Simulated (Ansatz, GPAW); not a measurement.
# BN in line between two Cu chains: relaxation, then transmission at several levels, part 2 of 3

How well does BN in line between two Cu chains conduct once its atoms have relaxed, and how much do cheaper levels lose?

GPAW 26.7.0 and Ansatz 0.2.0; Ansatz plane waves; relaxation of the junction with the lead ends held (the session's first sound run).

So far, transmission at the Fermi level (one spin): step 3 (plane waves, PBE) 0.139. Also open channels of the lead at the Fermi level (one spin): step 3 1.

## Step 4: GPAW, dzp

Localised orbitals split the wire into layers that couple to their neighbours alone, which is what the Green's function method needs; double zeta with polarisation is the usual level for numbers.

This step: GPAW LCAO, PAW setups; Landauer transmission from Green's functions with principal layers (ASE), zero bias (GPAW 26.7.0).

File run.py:

```python
import json
import numpy as np
from ase import Atoms
from ase.transport.calculators import TransportCalculator
from gpaw import GPAW, FermiDirac
from gpaw.lcao.tools import get_lcao_hamiltonian
from scipy.linalg import eigh

# The junction with lead layers at both ends, along the third cell vector
device = Atoms(
    ['Cu', 'Cu', 'Cu', 'Cu', 'Cu', 'Cu', 'B', 'N', 'Cu', 'Cu', 'Cu', 'Cu', 'Cu', 'Cu'],
    positions=[
        [4.50000, 4.50000, 1.15000],
        [4.50000, 4.50000, 3.45000],
        [4.50000, 4.50000, 5.75000],
        [4.50000, 4.50000, 8.05000],
        [5.08198, 4.28492, 10.36720],
        [4.20776, 4.52298, 12.67994],
        [4.48735, 4.43688, 14.59510],
        [4.58425, 4.46289, 15.88235],
        [4.56143, 4.55330, 17.66528],
        [4.43631, 3.68467, 19.88950],
        [4.50000, 4.50000, 22.14980],
        [4.50000, 4.50000, 24.44980],
        [4.50000, 4.50000, 26.74980],
        [4.50000, 4.50000, 29.04980]],
    cell=[[9.0, 0.0, 0.0], [0.0, 9.0, 0.0], [0.0, 0.0, 30.1998]],
    pbc=True)

# One principal layer of the lead: the first 3 atoms of the device
lead = Atoms(
    ['Cu', 'Cu', 'Cu'],
    positions=[
        [4.50000, 4.50000, 1.15000],
        [4.50000, 4.50000, 3.45000],
        [4.50000, 4.50000, 5.75000]],
    cell=[[9.0, 0.0, 0.0], [0.0, 9.0, 0.0], [0.0, 0.0, 6.9]],
    pbc=True)

settings = dict(mode='lcao', basis='dzp', xc='PBE', h=0.18,
                occupations=FermiDirac(0.1), maxiter=250,
                mixer=dict(beta=0.1, nmaxold=8, weight=100.0),
                convergence=dict(density=0.0001))
energies = np.arange(-2, 2 + 1e-9, 0.025)
eta = 0.0001
n1, n2 = 1, 1
# k and -k transmit alike, so half of the mesh across the current serves
mesh = [(i, j) for i in range(n1) for j in range(n2) if (i, j) <= (-i % n1, -j % n2)]
weights = np.array([1 if (i, j) == (-i % n1, -j % n2) else 2 for i, j in mesh]) / (n1 * n2)

# [... helper functions left out ...]
fermi_lead = ground_state(lead, (1, 1, 16), 'lead.txt')
fermi_device = ground_state(device, (1, 1, 3), 'device.txt')
# [... loop over the mesh left out, but for ...]
        # Shift the lead onto the potential of the device's first layer
        shift = ((H[:, 0, 0] - H0[:, 0, 0]) / S0[0, 0]).real.mean()
# [...]
kT = 8.617333e-5 * 300
bias = [0.1, 0.2, 0.5, 1.0, 1.5, 2.0]
# [... integrals and printing left out ...]
```

Run with:

```
> OMP_NUM_THREADS=1 OPENBLAS_NUM_THREADS=1 python run.py
```

Elapsed: 2.3 min, on 1 thread of AMD EPYC 7R43, shared host; peak memory 1.4 GiB.

This step gave:

| Item | Value |
| --- | --- |
| conductance | 0.1728 G₀ |
| largest coupling past the next principal layer | 4.59e-5 eV |
| largest misfit of the first principal layer | 0.03193 eV |
| shift that aligns the lead | 0.01205 eV |
| basis functions of the junction | 206 |
| basis functions of a principal layer | 45 |
| transmission at the Fermi level (one spin) | 0.1688 |

One spin. Transmission, zone mean against energy, zero at the Fermi level:

energy (eV), transmission, zone mean and a bar:
```
   -2.000       0.03 
   -1.900       0.06 #
   -1.800       0.10 ##
   -1.700       0.12 ##
   -1.600       0.16 ###
   -1.500       0.29 ######
   -1.400       1.01 #######################
   -1.300       0.40 #########
   -1.200       0.73 ################
   -1.100       0.22 ####
   -1.000       0.97 ######################
   -0.950       1.12 #########################
   -0.900       0.79 ##################
   -0.825       1.21 ###########################
   -0.800       1.18 ###########################
   -0.700       0.89 ####################
   -0.600       1.06 ########################
   -0.500       0.91 ####################
   -0.400       0.47 ##########
   -0.300       0.91 ####################
   -0.250       1.33 ##############################
   -0.200       1.00 ######################
   -0.100       0.23 #####
    0.000       0.17 ###
    0.100       0.13 ##
    0.200       0.11 ##
    0.300       0.09 ##
    0.400       0.08 #
    0.500       0.07 #
    0.600       0.06 #
    0.700       0.06 #
    0.800       0.05 #
    0.900       0.05 #
    1.000       0.05 
    1.100       0.04 
    1.200       0.04 
    1.300       0.04 
    1.400       0.04 
    1.500       0.05 
    1.600       0.05 
    1.700       0.05 #
    1.800       0.05 #
    1.900       0.06 #
    2.000       0.06 #
```

Crossings of the lead's bands, unfolded to its shortest repeat. Open channels, zone mean against energy, zero at the Fermi level:

energy (eV), open channels, zone mean and a bar from the least value:
```
   -2.000       1.00 
   -1.900       1.00 
   -1.800       1.00 
   -1.700       3.00 ############
   -1.600       3.00 ############
   -1.500       3.00 ############
   -1.400       3.00 ############
   -1.300       3.00 ############
   -1.200       4.00 ##################
   -1.100       4.00 ##################
   -1.000       4.00 ##################
   -0.900       4.00 ##################
   -0.800       6.00 ##############################
   -0.700       6.00 ##############################
   -0.600       6.00 ##############################
   -0.500       6.00 ##############################
   -0.400       4.00 ##################
   -0.300       4.00 ##################
   -0.200       3.00 ############
   -0.100       1.00 
    0.000       1.00 
    0.100       1.00 
    0.200       1.00 
    0.300       1.00 
    0.400       1.00 
    0.500       1.00 
    0.600       1.00 
    0.700       1.00 
    0.800       1.00 
    0.900       1.00 
    1.000       1.00 
    1.100       1.00 
    1.200       1.00 
    1.300       1.00 
    1.400       1.00 
    1.500       1.00 
    1.600       1.00 
    1.700       1.00 
    1.800       1.00 
    1.900       1.00 
    2.000       1.00
```

Not self-consistent under bias; the bias window is split evenly. The current through one cell, from the zero-bias transmission by bias:

```
bias (V)  current through one cell, from the zero-bias transmission (μA)
   0.100                                                            1.35
   0.200                                                            2.84
   0.500                                                            12.3
   1.000                                                            27.5
   1.500                                                            44.9
   2.000                                                            65.0
```

Transmission of the three most open eigenchannels against energy, zero at the Fermi level:

```
energy (eV)  channel 1  channel 2  channel 3
     -2.000     0.0260          0          0
     -1.800     0.0991          0          0
     -1.600      0.160    0.00421     5.1e-6
     -1.400      0.878      0.129    0.00360
     -1.200      0.538      0.129     0.0605
     -1.000      0.695      0.142      0.131
     -0.800      0.720      0.375     0.0812
     -0.600      0.632      0.346     0.0830
     -0.400      0.343     0.0988     0.0318
     -0.200      0.697      0.299     9.5e-4
      0.000      0.169          0          0
      0.200      0.110          0          0
      0.400     0.0793          0          0
      0.600     0.0615          0          0
      0.800     0.0510          0          0
      1.000     0.0454          0          0
      1.200     0.0433          0          0
      1.400     0.0440          0          0
      1.600     0.0473          0          0
      1.800     0.0535          0          0
      2.000     0.0630          0          0
```

At the Fermi level T is 0.169 against 0.139 in plane waves. Couplings past the next layer reach 4.6e-5 eV, small enough to drop; the matrix elements of the cell's first layer differ from the bulk lead's by up to 0.032 eV. That layer keeps its own values in the calculation, and only beyond it is the lead taken as perfect. The Fermi levels of lead and junction count from different zeros of potential, one for each periodic cell; with both set to zero, the small remaining shift is what aligns them. By hand: G = 0.1728 × 77.48 μS = 13.4 μS, a resistance of 74.7 kΩ; at 0.1 V a linear junction would pass 1.34 μA, and the integral over the bias window gives 1.35 μA.

## Step 5: GPAW, szp: basis = "szp(dzp)"

The second zeta is dropped, the polarisation orbitals stay.

Changes to run.py since step 4:

```diff
@@ -39,3 +39,3 @@
 
-settings = dict(mode='lcao', basis='dzp', xc='PBE', h=0.18,
+settings = dict(mode='lcao', basis='szp(dzp)', xc='PBE', h=0.18,
                 occupations=FermiDirac(0.1), maxiter=250,
```

Elapsed: 2.2 min, on 1 thread; peak memory 1.4 GiB.

This step gave:

| Quantity | Value |
| --- | --- |
| conductance | 0.1870 G₀ |
| largest coupling past the next principal layer | 4.61e-5 eV |
| largest misfit of the first principal layer | 0.03150 eV |
| shift that aligns the lead | 0.007293 eV |
| basis functions of the junction | 126 |
| basis functions of a principal layer | 27 |
| transmission at the Fermi level (one spin) | 0.1818 |

One spin. Table of transmission, zone mean by energy, zero at the Fermi level:

```
energy (eV)  transmission, zone mean
     -2.000                   0.0335
     -1.900                   0.0689
     -1.800                    0.107
     -1.700                    0.114
     -1.600                    0.164
     -1.500                    0.416
     -1.400                    0.338
     -1.300                    0.468
     -1.200                    0.118
     -1.100                    0.586
     -1.050                    0.857
     -1.000                    0.543
     -0.900                     1.10
     -0.800                     1.34
     -0.700                    0.930
     -0.600                    0.766
     -0.550                     1.07
     -0.500                     1.09
     -0.475                     1.30
     -0.400                    0.637
     -0.300                     1.36
     -0.275                     1.44
     -0.200                    0.703
     -0.100                    0.265
      0.000                    0.182
      0.100                    0.143
      0.200                    0.117
      0.300                   0.0983
      0.400                   0.0841
      0.500                   0.0732
      0.600                   0.0649
      0.700                   0.0585
      0.800                   0.0537
      0.900                   0.0500
      1.000                   0.0474
      1.100                   0.0456
      1.200                   0.0445
      1.300                   0.0440
      1.400                   0.0441
      1.500                   0.0447
      1.600                   0.0458
      1.700                   0.0474
      1.800                   0.0494
      1.900                   0.0520
      2.000                   0.0551
```

The conductance, 0.187 G₀, lies 8.2 % above that of the dzp run.

## Step 6: Minimal basis

One function for each valence shell of the setup, as for a first survey of a large system.

Changes to run.py since step 5:

```diff
@@ -39,3 +39,3 @@
 
-settings = dict(mode='lcao', basis='szp(dzp)', xc='PBE', h=0.18,
+settings = dict(mode='lcao', basis='sz(dzp)', xc='PBE', h=0.18,
                 occupations=FermiDirac(0.1), maxiter=250,
```

The job ended after 1.8 min (1 thread; peak memory 1.3 GiB).

This step gave:

| Quantity | Value |
| --- | --- |
| conductance | 0.1841 G₀ |
| largest coupling past the next principal layer | 4.64e-5 eV |
| largest misfit of the first principal layer | 0.02730 eV |
| shift that aligns the lead | 0.004720 eV |
| basis functions of the junction | 80 |
| basis functions of a principal layer | 18 |
| transmission at the Fermi level (one spin) | 0.1793 |

The conductance, 0.184 G₀, lies 6.5 % above that of the dzp run.

## Step 7: LDA in the dzp basis: xc = "LDA"

Back in the dzp basis, the functional changes from PBE to LDA, to set the spread between functionals beside that between bases.

Changes to run.py since step 6:

```diff
@@ -39,3 +39,3 @@
 
-settings = dict(mode='lcao', basis='sz(dzp)', xc='PBE', h=0.18,
+settings = dict(mode='lcao', basis='dzp', xc='LDA', h=0.18,
                 occupations=FermiDirac(0.1), maxiter=250,
```

Elapsed: 1.9 min, on 1 thread; peak memory 1.4 GiB.

Numbers from this step:

```yaml
conductance: 0.1627 G₀
largest_coupling_past_the_next_principal_layer: 3.60e-5 eV
largest_misfit_of_the_first_principal_layer: 0.03236 eV
shift_that_aligns_the_lead: 0.01252 eV
basis_functions_of_the_junction: 206
basis_functions_of_a_principal_layer: 45
transmission_at_the_fermi_level_one_spin: 0.1589
```

One spin. Transmission, zone mean against energy, zero at the Fermi level:

energy (eV), transmission, zone mean and a bar:
```
   -2.000       0.03 
   -1.900       0.06 #
   -1.800       0.10 ##
   -1.700       0.11 ##
   -1.600       0.16 ###
   -1.500       0.32 #######
   -1.400       0.92 #####################
   -1.300       0.39 ########
   -1.200       0.70 ################
   -1.100       0.21 ####
   -1.000       0.91 #####################
   -0.950       1.05 ########################
   -0.900       0.75 #################
   -0.825       1.16 ##########################
   -0.800       1.10 #########################
   -0.700       0.85 ###################
   -0.600       1.01 #######################
   -0.500       0.94 #####################
   -0.400       0.44 ##########
   -0.300       0.86 ###################
   -0.225       1.33 ##############################
   -0.200       1.06 ########################
   -0.100       0.21 ####
    0.000       0.16 ###
    0.100       0.13 ##
    0.200       0.10 ##
    0.300       0.09 #
    0.400       0.07 #
    0.500       0.06 #
    0.600       0.06 #
    0.700       0.05 #
    0.800       0.05 
    0.900       0.04 
    1.000       0.04 
    1.100       0.04 
    1.200       0.04 
    1.300       0.04 
    1.400       0.04 
    1.500       0.04 
    1.600       0.04 
    1.700       0.05 
    1.800       0.05 
    1.900       0.05 #
    2.000       0.06 #
```

The conductance, 0.163 G₀, lies 5.9 % below that of the dzp run.

## Step 8: The structure as built: geometry = "as built"

The dzp basis with PBE on the structure as first built shows what the relaxation was worth.

Changes to run.py since step 7:

```diff
@@ -16,8 +16,8 @@
         [4.50000, 4.50000, 8.05000],
-        [5.08198, 4.28492, 10.36720],
-        [4.20776, 4.52298, 12.67994],
-        [4.48735, 4.43688, 14.59510],
-        [4.58425, 4.46289, 15.88235],
-        [4.56143, 4.55330, 17.66528],
-        [4.43631, 3.68467, 19.88950],
+        [4.50000, 4.50000, 10.35000],
+        [4.50000, 4.50000, 12.65000],
+        [4.50000, 4.50000, 14.56240],
+        [4.50000, 4.50000, 15.84240],
+        [4.50000, 4.50000, 17.54980],
+        [4.50000, 4.50000, 19.84980],
         [4.50000, 4.50000, 22.14980],
@@ -39,3 +39,3 @@
 
-settings = dict(mode='lcao', basis='dzp', xc='LDA', h=0.18,
+settings = dict(mode='lcao', basis='dzp', xc='PBE', h=0.18,
                 occupations=FermiDirac(0.1), maxiter=250,
```

Wall time 2.4 min (1 thread); peak memory 1.4 GiB.

This step gave:

- conductance: 0.2017 G₀
- largest coupling past the next principal layer: 4.59e-5 eV
- largest misfit of the first principal layer: 0.03813 eV
- shift that aligns the lead: 9.28e-4 eV
- transmission at the Fermi level (one spin): 0.1955

One spin. Transmission, zone mean against energy, zero at the Fermi level:

```
energy (eV)  transmission, zone mean
     -2.000                   0.0904
     -1.900                   0.0896
     -1.800                   0.0904
     -1.700                    0.878
     -1.600                    0.886
     -1.500                    0.857
     -1.400                    0.861
     -1.300                    0.919
     -1.200                     1.09
     -1.100                     1.15
     -1.000                     1.27
     -0.900                     1.45
     -0.825                     1.50
     -0.800                     1.50
     -0.700                     1.36
     -0.600                     1.19
     -0.500                     1.16
     -0.400                     1.28
     -0.300                     1.45
     -0.250                     1.49
     -0.200                     1.41
     -0.100                    0.260
      0.000                    0.196
      0.100                    0.154
      0.200                    0.127
      0.300                    0.107
      0.400                   0.0931
      0.500                   0.0825
      0.600                   0.0745
      0.700                   0.0683
      0.800                   0.0635
      0.900                   0.0598
      1.000                   0.0569
      1.100                   0.0547
      1.200                   0.0530
      1.300                   0.0517
      1.400                   0.0507
      1.500                   0.0500
      1.600                   0.0495
      1.700                   0.0491
      1.800                   0.0488
      1.900                   0.0485
      2.000                   0.0482
```

The conductance, 0.202 G₀, lies 17 % above that of the dzp run.

## Step 9: Cost and result by level

Times are wall times on the hardware named with each run. The runs compared:

```
no.      run  conductance (G₀)     time  memory (GiB)
  1   pw PBE            0.1402  2.2 min           3.2
  2      dzp            0.1728  2.3 min           1.4
  3      szp            0.1870  2.2 min           1.4
  4       sz            0.1841  1.8 min           1.3
  5  dzp LDA            0.1627  1.9 min           1.4
  6  asbuilt            0.2017  2.4 min           1.4
```

## Step 10: The levels side by side

The curves are compared point by point over the common energies.

This step: comparison of transmission and cost over codes, levels and geometry (GPAW 26.7.0).

Ladder, by row:

```
   step    code  T at the Fermi level (sum over the listed spins)  conductance (G0)  r.m.s. T(E) from the first  wall time (s)  peak memory (GiB)  threads
 pw-pbe  Ansatz                                            0.1388            0.1402                           0          130.8              3.187        4
    dzp    GPAW                                            0.1688            0.1728                      0.1431          138.1               1.37        1
    szp    GPAW                                            0.1818             0.187                      0.2146          132.8               1.35        1
     sz    GPAW                                            0.1793            0.1841                      0.2324          107.2               1.29        1
dzp-LDA    GPAW                                            0.1589            0.1627                      0.1402          111.9                1.4        1
asbuilt    GPAW                                            0.1955            0.2017                      0.3324          146.5               1.37        1
```

(Part 2 of 3 ends here.)

[Logs are printed without paths, hosts, clocks, repeated set-up lines and the standing remarks that a program may print on its own settings, such as how far it seeks lower states.]

[Hosts, paths, dates, database ids (printed as entryN), source tags and the programs' standing remarks are cut or masked in the printed files.]
